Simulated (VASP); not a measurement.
Wanted: the native input for a VASP 6.6.1 run.

```
Task                   : single point
Functional             : RPBE
Potentials or basis    : VASP PAW PBE potentials, release 54 (K_sv)
Cutoff                 : 520 eV
k mesh                 : 7 × 7 × 7
Occupations            : gaussian, width 0.05 eV
Spin                   : no spin polarisation
Further INCAR settings : ALGO = Normal; EDIFF = 1e-07
```

The structure of K lies in POSCAR:

```
K
1.0
   -2.6975585167      2.6975585167      2.6975585167
    2.6975585167     -2.6975585167      2.6975585167
    2.6975585167      2.6975585167     -2.6975585167
K
1
Cartesian
    0.0000000000      0.0000000000      0.0000000000
```

One way to write it, as run:

INCAR

```
SYSTEM = K
PREC     = Accurate       ! precision mode
ENCUT    = 520            ! plane-wave cutoff, eV
EDIFF    = 1E-7           ! SCF threshold, eV
ISMEAR   = 0              ! smearing method
SIGMA    = 0.05           ! smearing width, eV
LREAL    = .False.        ! projectors in reciprocal space
LASPH    = .True.         ! aspherical terms in the spheres
NELM     = 80             ! most SCF steps
ALGO     = Normal         ! electronic algorithm
ISIF     = 2              ! what is computed and relaxed
LWAVE    = .False.        ! write WAVECAR
LCHARG   = .False.        ! write CHGCAR
GGA      = RP             ! functional
```

KPOINTS

```
Automatic mesh
0
Gamma
  7 7 7
  0 0 0
```

Potentials or basis: VASP PAW PBE potentials, release 54 (K_sv).

Run with:

```sh
$ cat potpaw_PBE.54/K_sv/POTCAR > POTCAR
$ mpirun -np 1 vasp_std > vasp.out
```

Results of the run:

```json
{
 "Pressure": "0.1 GPa",
 "Band gap on the k mesh": "none (metal or under the smearing width)"
}
```

Caveat: the PAW data sets were made with another functional, which shifts forces and pressure a little.

Wall time 26 s on 1 thread of AMD EPYC 7571 (shared host), peak memory 0.16 GiB.
